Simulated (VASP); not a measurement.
Data:

```
CELL_PARAMETERS angstrom
      0.00000     2.96652     2.96652
      2.96652     0.00000     2.96652
      2.96652     2.96652     0.00000
ATOMIC_POSITIONS crystal
  Na 0.00000 0.00000 0.00000
  Br 0.50000 0.50000 0.50000
```

Level of theory: PBEsol GGA, VASP's PBE PAW potentials (set 64) (plane waves; VASP). Settings: 520 eV cut-off, Gaussian smearing of 0.050 eV, potentials Na_pv Br.

Give the energies of bands 5 to 10 at the high-symmetry points, in eV from the valence-band maximum.

```tsv
band	Γ	X	U	L	W
5	0.00	-1.89	-1.61	-2.17	-1.37
6	0.00	-0.70	-1.29	-0.29	-1.37
7	0.00	-0.70	-0.57	-0.29	-0.88
8	4.06	6.10	6.82	6.03	7.53
9	9.74	6.82	7.97	9.45	8.70
10	9.74	10.66	9.73	9.45	8.70
```

The gap is direct, 4.06 eV, from the valence maximum at Γ to the conduction minimum at Γ.

Measured: gap 7.10 eV (computed value off by -3.04 eV), as given by Aguado et al., (1998), arXiv:cond-mat/9809176.

The compound is NaBr in the rock salt structure. It was relaxed first.
